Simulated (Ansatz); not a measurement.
A calculation with Ansatz 0.2.0 of Eu (ASE script, structure from a CIF):

The input run.py:

```python
import json

import ase.io
import numpy as np

import ansatz as az

atoms = ase.io.read("Eu.cif")
atoms.info.pop("occupancy", None)
atoms.set_initial_magnetic_moments([7.0, -7.0])

calculation = (
    az.Crystal.from_ase(atoms)
    .calculation()
    .kpoints(6, 6, 6)
    .functional("rpbe")
    .pseudopotentials(kind="paw")
    .hubbard(projectors="all-electron-atomic")
    .hubbard("Eu", "f", u_eff=4.0)
    .spin("collinear")
    .occupations(method="gaussian", width=0.025)
    .density()
    .potential()
    .output_files(volumetric_format="npy")
    .populations(orbitals="intrinsic")
    .electron_localization_function()
    .bader_charges()
    .forces()
    .stress()
    .band_table(publish=True)
)
outcome = calculation.run(threads=2, events_out="events.jsonl")

report = outcome.report
for line in open("events.jsonl"):
    event = json.loads(line)
    if event["event"] == "scf_iter":
        d = event["data"]
        print(f"SCF {d['iter']:3d}  HF = {d['harris_foulkes_ev']:.6f} eV  dr2 = {d['dr2_ev']:.2e} eV")
    elif event["event"] in ("relax_step", "md_step"):
        d = event["data"]
        print(f"{event['event']} {d['step']:3d}  E = {d['lagrangian_ev']:.6f} eV")
np.set_printoptions(precision=5, suppress=True, linewidth=110)
print("converged:", report["converged"], "after", report["n_iterations"], "iterations")
print(f"free energy {report['free_energy_ev']:.6f} eV, Fermi level {report['fermi_energy_ev']:.4f} eV")
for key in ("band_edges_ev", "magnetization_mub", "site_moments_mub", "site_moments_nc_mub", "forces_ev_ang",
                "stress_gpa", "kpoints_frac", "eigenvalues_ev"):
    if report.get(key) is not None:
        print(key, np.array(report[key]), sep="\n")
```

File Eu.cif:

```cif
data_Eu
_cell_length_a 4.60600000
_cell_length_b 4.60600000
_cell_length_c 4.60600000
_cell_angle_alpha 90.00000000
_cell_angle_beta 90.00000000
_cell_angle_gamma 90.00000000
_space_group_name_H-M_alt 'Im-3m'
_space_group_name_Hall '-I 4 2 3'
_space_group_IT_number 229
loop_
_space_group_symop_operation_xyz
'x,y,z'
'-x,-y,-z'
'-y,x,z'
'y,-x,-z'
'-x,-y,z'
'x,y,-z'
'y,-x,z'
'-y,x,-z'
'x,-y,-z'
'-x,y,z'
'-y,-x,-z'
'y,x,z'
'-x,y,-z'
'x,-y,z'
'y,x,-z'
'-y,-x,z'
'z,x,y'
'-z,-x,-y'
'z,-y,x'
'-z,y,-x'
'z,-x,-y'
'-z,x,y'
'z,y,-x'
'-z,-y,x'
'-z,x,-y'
'z,-x,y'
'-z,-y,-x'
'z,y,x'
'-z,-x,y'
'z,x,-y'
'-z,y,x'
'z,-y,-x'
'y,z,x'
'-y,-z,-x'
'x,z,-y'
'-x,-z,y'
'-y,z,-x'
'y,-z,x'
'-x,z,y'
'x,-z,-y'
'-y,-z,x'
'y,z,-x'
'-x,-z,-y'
'x,z,y'
'y,-z,-x'
'-y,z,x'
'x,-z,y'
'-x,z,-y'
'x+1/2,y+1/2,z+1/2'
'-x+1/2,-y+1/2,-z+1/2'
'-y+1/2,x+1/2,z+1/2'
'y+1/2,-x+1/2,-z+1/2'
'-x+1/2,-y+1/2,z+1/2'
'x+1/2,y+1/2,-z+1/2'
'y+1/2,-x+1/2,z+1/2'
'-y+1/2,x+1/2,-z+1/2'
'x+1/2,-y+1/2,-z+1/2'
'-x+1/2,y+1/2,z+1/2'
'-y+1/2,-x+1/2,-z+1/2'
'y+1/2,x+1/2,z+1/2'
'-x+1/2,y+1/2,-z+1/2'
'x+1/2,-y+1/2,z+1/2'
'y+1/2,x+1/2,-z+1/2'
'-y+1/2,-x+1/2,z+1/2'
'z+1/2,x+1/2,y+1/2'
'-z+1/2,-x+1/2,-y+1/2'
'z+1/2,-y+1/2,x+1/2'
'-z+1/2,y+1/2,-x+1/2'
'z+1/2,-x+1/2,-y+1/2'
'-z+1/2,x+1/2,y+1/2'
'z+1/2,y+1/2,-x+1/2'
'-z+1/2,-y+1/2,x+1/2'
'-z+1/2,x+1/2,-y+1/2'
'z+1/2,-x+1/2,y+1/2'
'-z+1/2,-y+1/2,-x+1/2'
'z+1/2,y+1/2,x+1/2'
'-z+1/2,-x+1/2,y+1/2'
'z+1/2,x+1/2,-y+1/2'
'-z+1/2,y+1/2,x+1/2'
'z+1/2,-y+1/2,-x+1/2'
'y+1/2,z+1/2,x+1/2'
'-y+1/2,-z+1/2,-x+1/2'
'x+1/2,z+1/2,-y+1/2'
'-x+1/2,-z+1/2,y+1/2'
'-y+1/2,z+1/2,-x+1/2'
'y+1/2,-z+1/2,x+1/2'
'-x+1/2,z+1/2,y+1/2'
'x+1/2,-z+1/2,-y+1/2'
'-y+1/2,-z+1/2,x+1/2'
'y+1/2,z+1/2,-x+1/2'
'-x+1/2,-z+1/2,-y+1/2'
'x+1/2,z+1/2,y+1/2'
'y+1/2,-z+1/2,-x+1/2'
'-y+1/2,z+1/2,x+1/2'
'x+1/2,-z+1/2,y+1/2'
'-x+1/2,z+1/2,-y+1/2'
loop_
_atom_site_label
_atom_site_type_symbol
_atom_site_symmetry_multiplicity
_atom_site_Wyckoff_symbol
_atom_site_fract_x
_atom_site_fract_y
_atom_site_fract_z
_atom_site_occupancy
Eu1 Eu 2 a 0.0000000000 0.0000000000 0.0000000000 1
```

Potentials or basis: Ansatz PAW.

Command:

```sh
$ python run.py
```

Q: Write the same calculation in another form: native input, structure typed inline.

A: As run:

The input input.yaml:

```yaml
crystal:
  lattice:
    - [4.606, 0.0, 0.0]
    - [0.0, 4.606, 0.0]
    - [0.0, 0.0, 4.606]
  atoms:
    - { symbol: Eu, position: [0.0, 0.0, 0.0], spin: 7.0 }
    - { symbol: Eu, position: [0.5, 0.5, 0.5], spin: -7.0 }
hamiltonian:
  xc: rpbe
  pseudopotentials: { kind: paw }
  hubbard:
    sites: [{ species: Eu, l: f, u_eff: 4.0 }]
    projectors: all-electron-atomic
magnetization:
  spin_polarized: true
kpoints:
  mp_grid: { grid: [6, 6, 6] }
scf:
  occupations: { method: gaussian, width: 0.025 }
output:
  forces: true
  stress: true
  eigenvalues: true
  bader: true
  populations: intrinsic
```

Potentials or basis: Ansatz PAW.

Run with:

```bash
$ ansatz run input.yaml --threads 2 --pin off --max-ram 5120MiB --backend cpu --events-out ev --progress --plain --runs-dir out
```

Both were run:

|  | ASE script, structure from a CIF | native input, structure typed inline |
| --- | --- | --- |
| Pressure | 0.4 GPa | 0.4 GPa |
| Band gap on the k mesh | none (metal or under the smearing width) | none (metal or under the smearing width) |
| Net moment | -0.03 μB per cell | -0.03 μB per cell |
| Absolute moment | 14.16 μB per cell | 14.16 μB per cell |
| Site moments | Eu +7.01, -7.03 μB | Eu +7.01, -7.03 μB |

Keys that steer only the numerical path or the files written may differ.

Caveat: the magnetic or orbital state may not be the lowest; spin-orbit coupling is left out, which moves the levels of the heavy elements; the PAW data sets come from PBE, with cores solved anew for the run's functional, which leaves a small shift of forces and pressure.
